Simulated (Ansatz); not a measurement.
Input deck for Ansatz 0.2.0, then the block of the output on the nuclei.

The cell is a COD entry, relaxed with PBE at fixed cell and then changed (z compressed by 3 %, ions relaxed).

```yaml
crystal:
  lattice:
    - [0.0, 3.029, 2.93813]
    - [3.029, 0.0, 2.93813]
    - [3.029, 3.029, 0.0]
  atoms:
    - { symbol: In, position: [0.0, 0.0, 0.0] }
    - { symbol: As, position: [0.25, 0.25, 0.25] }
kpoints:
  mp_grid: { grid: [13, 13, 13] }
scf:
  occupations: { method: fermi_dirac, width: 0.05 }
hamiltonian:
  xc: pbe
  pseudopotentials: { kind: paw }
output:
  forces: true
  stress: true
  populations: true
  efg:
    quadrupole_moments_barn: { In: 0.772, As: 0.311 }
    contact_densities: true
relax:
  f_tol: 0.02
  max_steps: 60
```

```sh
ansatz run input.yaml --threads 1 --pin off --max-ram 3072MiB --backend cpu --events-out ev --progress --plain --runs-dir out
```

The run relaxes the ions first, and the block belongs to the relaxed positions.

Of the output, the block on the nuclei alone is shown; the set-up, the SCF iterations, energies, forces and stress are cut.

```
--- PAW observables at the nuclei: V_zz in 10²¹ V/m², potentials from the cell's mean, atoms counted from 1 ---
  atom   1  In V_zz =    +1.158580   η = 0.0000   by run symmetry: allowed   C_q = +21.6271 MHz
            electrostatic potential = -7937.214168 V   contact ρ = 1133011.559760 e/Å³
  atom   2  As V_zz =    -0.727456   η = 0.0000   by run symmetry: allowed   C_q = -5.4704 MHz
            electrostatic potential = -4515.374331 V   contact ρ = 235495.438408 e/Å³
```

The relaxation (1 step) took 16 s of wall time (15 s of CPU time) and 0.58 GiB at its peak, on 1 thread of Intel Xeon Platinum 8488C (Sapphire Rapids) (x86_64; 16 cores open to the job, memory cap 3.0 GiB, no GPU), a shared host with a load of 0.2 a core.

Without spin–orbit coupling (the program notes it for In) the gradients can shift somewhat, as the gap is small. With a gap of 0.13 eV under a smearing of 0.05 eV the band edges are partly filled, so small gradients can hang on the smearing and the k-mesh. At this changed cell the PBE pressure is 6 GPa.
